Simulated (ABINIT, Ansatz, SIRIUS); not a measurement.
**TiAl: programs and potentials compared**

```xyz
2
Lattice="3.1791 0.0000 0.0000 0.0000 3.1791 0.0000 0.0000 0.0000 3.1791" Properties=species:S:1:pos:R:3 pbc="T T T"
Ti    0.0000    0.0000    0.0000
Al    1.5895    1.5895    1.5895
```

The cell comes from a database or a generator and needn't be the stable form of this composition.

Alike in all runs: task single point; functional PBEsol; k mesh 8 × 8 × 8; occupations fermi-dirac, width 0.05 eV; no spin polarisation; no spin-orbit coupling. Pressure is positive in compression and, in plane waves, holds the error of the finite cutoff.

```
                                        program and potentials  plane-wave cutoff (eV)  notes  band gap (eV)  pressure (GPa)
               ABINIT, PseudoDojo NC SR PBEsol v0.4.1 standard                    1143      -         no gap           -2.42
                Ansatz, all-electron LAPW, scalar-relativistic                       -      -         no gap           -2.41
SIRIUS, PseudoDojo 0.4.1 PBEsol standard (scalar relativistic)                    1152      -         no gap           -2.42
```

None finds a gap. The pressure spans -2.42 (ABINIT, PseudoDojo NC SR PBEsol v0.4.1 standard) to -2.41 GPa (Ansatz, all-electron LAPW, scalar-relativistic), with all-electron results at -2.41.

Differences between rows come from potentials, basis sets and numerical settings, since the functional is the same but for its coding. Runs on potential files found faulty are left out.
